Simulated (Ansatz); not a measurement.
The system is BaTiO3.

```
Ba Ti O
1.0
     4.00730    0.00000    0.00000
     0.00000    4.00730    0.00000
     0.00000    0.00000    4.00730
Ba Ti O
1 1 3
Direct
  0.50903 0.45529 0.50668
  0.94374 0.06998 0.95431
  0.52053 0.00683 0.05543
  0.01265 0.49197 0.05272
  0.01405 0.97593 0.43085
```

Base run:

| Property | Result |
| --- | --- |
| Program | Ansatz 0.2.0 |
| Functional | BLYP |
| Potentials or basis | Ansatz PAW |
| Cutoff | 420 eV |
| Density cutoff | 1680 eV |
| k mesh | 7 × 7 × 7 |
| Occupations | fermi-dirac, width 0.05 eV |
| Spin | no spin polarisation |

Its results: band gap on the k mesh 2.79 eV, indirect (least direct gap 2.96 eV); pressure 17.5 GPa; largest force 4.462 eV/Å.

Task: The run is repeated on the same cell with these changes: functional from BLYP to PBEsol. What comes out?

Result: Band gap on the k mesh 2.78 eV, indirect (least direct gap 2.96 eV); pressure 5.7 GPa; largest force 4.216 eV/Å.

PBEsol binds more tightly than BLYP, so the same cell stands under less pressure.

Caveats: spin-orbit coupling is left out, which moves the levels of the heavy elements; the PAW data sets come from PBE, with cores solved anew for the run's functional, which leaves a small shift of forces and pressure; the potentials were made for another functional, which shifts forces and pressure (some runs); so large a pressure means that the cell lies far from this level's equilibrium, or that cutoff or potentials fall short (some runs); forces of over 1 eV/Å show positions far from the minimum, so gaps and moduli don't describe the material at rest (some runs).

Not every run made on this cell is shown here.
